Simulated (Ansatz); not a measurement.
## As under changes of volume

One of the cells (21.530 Å³/atom); the others are scaled copies at fixed shape and fractional positions:

```
As
1.0
     1.88080    1.08588    3.51406
    -1.88080    1.08588    3.51406
     0.00000   -2.17176    3.51406
As
2
Direct
  0.22600 0.22600 0.22600
  0.77400 0.77400 0.77400
```

| Property | Result |
| --- | --- |
| Program | Ansatz 0.2.0 |
| Functional | PBEsol |
| Potentials or basis | all-electron LAPW, inner shells corrected to Dirac's equation |
| Cutoff | 291 eV (chosen from the basis error) |
| Basis error allowed | 0.001 eV/atom |
| k mesh | 9 × 9 × 9 |
| Occupations | fermi-dirac, width 0.1 eV |
| Spin | no spin polarisation |

```tsv
volume (Å³/atom)	energy over the lowest point (meV/atom)	pressure (GPa)	largest force (eV/Å)
20.239	?	?	?
20.669	10.52	3.7	0.664
21.100	2.93	1.9	0.511
21.530	0.00	0.3	0.368
21.961	1.28	-1.2	0.235
22.392	6.34	-2.5	0.109
22.822	14.82	-3.7	0.008
```

Problem. What does the run at 20.239 Å³/atom give?

Solution. Energy over the lowest point 23.28 meV/atom; pressure 5.8 GPa; largest force 0.829 eV/Å.

Worked out: A Birch-Murnaghan fit of order 3 (a polynomial in V^(-2/3)) to the other rows has its minimum at 21.61 Å³/atom with B0 = V·E''(V) = 77 GPa and B' = 4.1 at fixed shape and positions, which overstates the stiffness. It gives 23.25 meV/atom at 20.239 Å³/atom, against the run's 23.28, and -dE/dV = 5.8 GPa, against 5.8.

Energies are extrapolated to zero smearing.
